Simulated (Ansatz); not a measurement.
Space group Fm-3m (No. 225). a = 5.946 Å, b = 5.946 Å, c = 5.946 Å, α = 90.00°, β = 90.00°, γ = 90.00°
| atom | site | symmetry | x | y | z |
| --- | --- | --- | --- | --- | --- |
| Al | 8c | -43m | 0.2500 | 0.7500 | 0.7500 |
| Pt | 4a | m-3m | 0.0000 | 0.0000 | 0.0000 |

Equation of state of this Al$_{2}$Pt structure (not necessarily the ground state), with shape and atoms relaxed at each volume where symmetry leaves them free. It has no gap at any of these volumes. These are results of Ansatz 0.2.0, DFT PBE, scalar-relativistic, plane waves, PAW, not measurements.

Settings: cutoff 420 eV, Γ-centred mesh 12×12×12 on the computed 3-atom cell, Gaussian smearing of 0.10 eV; no spin polarisation.

```tsv
V (Å³/atom)	E − E(largest V) (meV/atom)	P (GPa)
15.419	68.44	21.92
15.945	8.16	15.02
16.471	-31.26	9.17
16.996	-52.96	4.20
17.522	-59.62	-0.02
18.048	-53.51	-3.60
18.573	-36.57	-6.63
19.274	0.00	-9.95
```

Problem. Fit a third-order Birch–Murnaghan equation to E(V).

Solution. V0 = 17.52 Å³/atom, B0 = 129 GPa, B0' = 4.4.

Spin-orbit coupling is left out, which matters for the bands of heavy elements.